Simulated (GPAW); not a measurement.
Write an ASE script for GPAW 26.7.0 that does the following.

| Item | Value |
| --- | --- |
| Task | relaxation of cell and atoms |
| Functional | PBEsol |
| Potentials or basis | PAW data sets generated in the run's folder for this functional |
| Cutoff | 600 eV |
| Basis | pw |
| k mesh | 10 × 10 × 10 |
| Occupations | fermi-dirac, width 0.05 eV |
| Spin | collinear spin, ferromagnetic start |
| Starting moments | [3.0] μB |
| Target pressure | 5 GPa |
| Maxiter | 150 |
| Optimizer | BFGS |
| Fmax | 0.02 eV/Å |
| Max steps | 60 |
| Target pressure | 5 GPa |
| Convergence | density=1e-05 forces=0.0001 |

Fe:

```
Fe
1.0
    -1.44300    1.44300    1.44300
     1.44300   -1.44300    1.44300
     1.44300    1.44300   -1.44300
Fe
1
Direct
  0.00000 0.00000 0.00000
```

These files were run (other wordings do the same):

run.py

```python
from ase import Atoms
from ase.filters import FrechetCellFilter
from ase.io import write
from ase.optimize import BFGS
from ase.units import GPa
from gpaw import GPAW, PW, setup_paths

setup_paths.insert(0, '.')

atoms = Atoms(['Fe'],
              cell=[[-1.443, 1.443, 1.443],
                    [1.443, -1.443, 1.443],
                    [1.443, 1.443, -1.443]],
              scaled_positions=[[0.0, 0.0, 0.0]],
              pbc=True)
atoms.set_initial_magnetic_moments([3.0])

calc = GPAW(mode=PW(600),
            xc='PBEsol',
            kpts={'size': (10, 10, 10), 'gamma': True},
            occupations={'name': 'fermi-dirac', 'width': 0.05},
            nbands=12,
            convergence={'density': 1e-05, 'forces': 0.0001},
            maxiter=150,
            txt='gpaw.txt')
atoms.calc = calc
opt = BFGS(FrechetCellFilter(atoms, scalar_pressure=5 * GPa), trajectory='relax.traj', logfile='-')
done = opt.run(fmax=0.02, steps=60)
calc.write('gs.gpw')
write('result.traj', atoms)
print('Converged:', done)
print('Cell:', atoms.cell.cellpar().round(4))
print('Volume:', round(atoms.get_volume(), 4))
print(atoms.get_scaled_positions().round(5))
```

Potentials or basis: PAW data sets generated in the run's folder for this functional, pw.

Launch:

```console
$ gpaw-setup -f PBEsol Fe
$ OMP_NUM_THREADS=1 python run.py
```

Results of the run:

```yaml
Relaxed_volume: 10.77 Å³/atom
Relaxed_cell: a = 2.409 Å, b = 2.409 Å, c = 2.409 Å, α = 109.47°, β = 109.47°, γ = 109.47°
Space_group_after_relaxing_to_0.05_Å: Im-3m (No. 229)
Energy_change_on_relaxing_the_enthalpy_is_what_falls: -59.5 meV/atom
Ionic_steps: 4
Pressure_after_relaxing: 5.0 GPa
Band_gap_on_the_k_mesh: none (metal or under the smearing width)
Net_moment: 2.11 μB per cell
Site_moments: Fe +2.14 μB
```

Caveat: each step starts from the last one's moments, so a moment once lost doesn't come back; later steps reuse the first step's grids.

It took 47 s on 1 thread of Arm Neoverse V1 (shared host), peak memory 0.16 GiB.
